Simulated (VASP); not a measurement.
Crystal: NiO2.

```xyz
3
Lattice="2.7988 0.0000 0.0000 -1.3994 2.4238 0.0000 0.0000 0.0000 4.6183" Properties=species:S:1:pos:R:3 pbc="T T T"
Ni    0.0000    0.0000    2.3091
O     0.0000    1.6159    1.3576
O     1.3994    0.8079    3.2607
```

The cell comes from a database or a generator and needn't be the stable form of this composition.

Base run:

| Property | Result |
| --- | --- |
| Program | VASP 6.6.1 |
| Functional | SCAN |
| Potentials or basis | VASP PAW PBE potentials, release 64 (Ni, O) |
| Cutoff | 520 eV |
| k mesh | 8 × 8 × 5 |
| Occupations | fermi-dirac, width 0.05 eV |
| Spin | collinear spin, ferromagnetic start |
| Starting moments | [1.0, 0.0, 0.0] μB |

Its results: band gap on the k mesh 1.59 eV, indirect (least direct gap 1.67 eV); pressure -5.5 GPa; net moment 0.00 μB per cell; largest force 0.360 eV/Å.

**Question.** The run is repeated on the same cell with these changes: functional from SCAN to TPSS. What comes out?

**Answer.** Band gap on the k mesh 1.17 eV, indirect (least direct gap 1.36 eV); pressure 2.2 GPa; net moment 0.00 μB per cell; largest force 0.010 eV/Å.

Caveats: the PAW data sets were made with another functional, which shifts forces and pressure a little.

A k mesh can miss the band edges.
